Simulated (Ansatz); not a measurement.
Computed with DFT PBE, scalar-relativistic, plane waves, PAW, and for the lanthanide a 4f-in-core norm-conserving potential (Ansatz 0.2.0). All cells share a 770 eV cutoff and Γ-centred k meshes spaced at most about 0.3 Å⁻¹ (about 0.25 or finer for metals, 2π included). No spin polarisation.

Each guess is relaxed in cell and atoms at zero pressure, on a coarse mesh first where it starts far from rest and then on a converged one. The steps can't lower the symmetry of the start, but it can rise. Energies are static (0 K, no zero-point motion).

Two unrelaxed guesses for ErH4:

Guess 1.

```
CELL_PARAMETERS angstrom
-1.80050 1.80050 4.34398
1.80050 -1.80050 4.34398
1.80050 1.80050 -4.34398
ATOMIC_POSITIONS crystal
Er 0.00000 0.00000 0.00000
H 0.75000 0.25000 0.50000
H 0.25000 0.75000 0.50000
H 0.38299 0.38299 0.00000
H 0.61701 0.61701 0.00000
```

Guess 2.

```
CELL_PARAMETERS angstrom
3.83474 0.00000 0.00000
0.00000 3.83474 0.00000
0.00000 0.00000 3.83474
ATOMIC_POSITIONS crystal
Er 0.50000 0.50000 0.50000
H 0.00000 0.00000 0.00000
H 0.50000 0.50000 0.00000
H 0.50000 0.00000 0.50000
H 0.00000 0.50000 0.50000
```

Task: Which guess leads to the lower structure, and by how much?

Result: Guess 1 ends lower, by 0.44 eV/atom. Guess 1: I4/mmm at 11.3 Å³/atom → I4/mmm at 7.2 Å³/atom; Guess 2: Pm-3m at 11.3 Å³/atom → Pm-3m at 13.5 Å³/atom. Counting H atoms around Er (those within 1.25 times the shortest such distance or 1.15 times the sum of covalent radii, 1.27 where that leaves under three), the end of guess 1 has Er 18 and the end of guess 2 has Er 6. End of guess 1. Conventional cell: a = 3.557 Å, c = 5.727 Å. Er is surrounded by 10 H at 2.28–2.39 Å and 8 H at 2.56 Å; H on a site of symmetry -4m2 is surrounded by 4 H at 2.02 Å and 4 Er at 2.28 Å; H on a site of symmetry 4mm is surrounded by 1 H at 0.95 Å, 4 H at 2.02 Å, 1 Er at 2.39 Å and 4 Er at 2.56 Å. End of guess 2. Conventional cell: a = 4.073 Å. Around Er lie 6 H at 2.04 Å; H on a site of symmetry m-3m has 12 H at 2.88 Å (long against the sum of covalent radii); H on a site of symmetry 4/mmm is surrounded by 2 Er at 2.04 Å and 12 H at 2.88 Å.

Ends held by symmetry can be saddle points. Neither end is the lowest form computed: that has space group I4/mmm (No. 139) and lies 43 meV/atom below the better end. H stands nearly free of neighbours here, and without spin polarisation the energy of such atoms comes out too high. With hydrogen, zero-point motion can shift such differences by 10 meV/atom or more. Some types were kept out of the candidates beforehand, so the set may lack a known form.

The lanthanide is trivalent by construction, without f bands, f moments or other valences.
